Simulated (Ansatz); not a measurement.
# Na2S (Fm-3m): how far a G0W0 gap depends on its settings

Aim: test how the G0W0 gap of the published phase of Na2S (Fm-3m) moves with the number of bands, the screening cutoff and the other choices.

Program: Ansatz 0.2.0. G0W0, plane waves. Calculated at 0 K for a non-magnetic cell.

## 1. Starting point

The cell was relaxed beforehand with r2SCAN.

The symmetry is Fm-3m (No. 225, cubic); conventional cell a = 6.511 Å, 23.00 Å³ an atom. Near Na stand 4 S at 2.82 Å; near S stand 8 Na at 2.82 Å.

As a file:

```cif
data_structure
_symmetry_space_group_name_H-M 'Fm-3m'
_symmetry_Int_Tables_number 225
_cell_length_a 6.5109
_cell_length_b 6.5109
_cell_length_c 6.5109
_cell_angle_alpha 90.000
_cell_angle_beta 90.000
_cell_angle_gamma 90.000
_cell_volume 276.00
loop_
_atom_site_label
_atom_site_type_symbol
_atom_site_symmetry_multiplicity
_atom_site_Wyckoff_symbol
_atom_site_fract_x
_atom_site_fract_y
_atom_site_fract_z
_atom_site_occupancy
Na1 Na 8 c 0.25000 0.75000 0.75000 1
S1 S 4 a 0.00000 0.00000 0.00000 1
```

## 2. From PBE, 25 empty bands, 100 eV

File input.yaml:

```yaml
crystal:
  lattice:
    - [0.0, 3.2554286299, 3.2554286299]
    - [3.2554286299, 0.0, 3.2554286299]
    - [3.2554286299, 3.2554286299, 0.0]
  atoms:
    - { symbol: Na, position: [0.25, 0.25, 0.25] }
    - { symbol: Na, position: [0.75, 0.75, 0.75] }
    - { symbol: S, position: [0.0, 0.0, 0.0] }
kpoints:
  mp_grid: { grid: [2, 2, 2] }
hamiltonian:
  xc: pbe
scf:
  occupations: { method: fixed }
gw:
  n_empty_bands: 25
  ecut_chi: 100
  qp_bands: [v1, c1]
  qp_kpoints: band_edges
  screening: { model: contour_deformation }
```

Launch:

```
$ ansatz run input.yaml --threads 4 --pin off --max-ram 3686MiB --backend cpu --events-out ev --progress --plain --runs-dir out
```

## 3. From LDA, 120 empty bands, 150 eV

Changes to input.yaml since step 2:

```diff
@@ -12,3 +12,3 @@
 hamiltonian:
-  xc: pbe
+  xc: lda
 scf:
@@ -16,4 +16,4 @@
 gw:
-  n_empty_bands: 25
-  ecut_chi: 100
+  n_empty_bands: 120
+  ecut_chi: 150
   qp_bands: [v1, c1]
```

## 4. From PBE, 150 empty bands, 100 eV

Changes to input.yaml since step 3:

```diff
@@ -12,3 +12,3 @@
 hamiltonian:
-  xc: lda
+  xc: pbe
 scf:
@@ -16,4 +16,4 @@
 gw:
-  n_empty_bands: 120
-  ecut_chi: 150
+  n_empty_bands: 150
+  ecut_chi: 100
   qp_bands: [v1, c1]
```

## 5. From PBE, 90 empty bands, 110 eV

Changes to input.yaml since step 4:

```diff
@@ -16,6 +16,6 @@
 gw:
-  n_empty_bands: 150
-  ecut_chi: 100
+  n_empty_bands: 90
+  ecut_chi: 110
   qp_bands: [v1, c1]
   qp_kpoints: band_edges
-  screening: { model: contour_deformation }
+  screening: { model: godby_needs }
```

**Question.** What will these runs give? Wanted: for each run, start; potentials; frequencies; empty bands; cutoff; Kohn-Sham gap; G0W0 gap.

As calculated:

| start | potentials | frequencies | empty bands | cutoff (eV) | mesh | Kohn-Sham gap (eV) | G0W0 gap (eV) |
| --- | --- | --- | --- | --- | --- | --- | --- |
| PBE | PAW | full | 25 | 100 | 2×2×2 | 2.45 | 3.57 |
| LDA | PAW | full | 120 | 150 | 2×2×2 | 2.14 | 3.52 |
| PBE | PAW | full | 150 | 100 | 2×2×2 | 2.45 | 3.72 |
| PBE | PAW | pole | 90 | 110 | 2×2×2 | 2.45 | 3.75 |

Gaps are those on each run's own mesh.

Over the runs in the table the G0W0 gap on the mesh spans 3.52 to 3.75 eV, and the shift from the starting levels +1.13 to +1.38 eV; where more than one setting differs between two runs, no single one explains their difference. G0W0 here is at a finite number of bands, screening cutoff and k mesh, not at the basis limit.
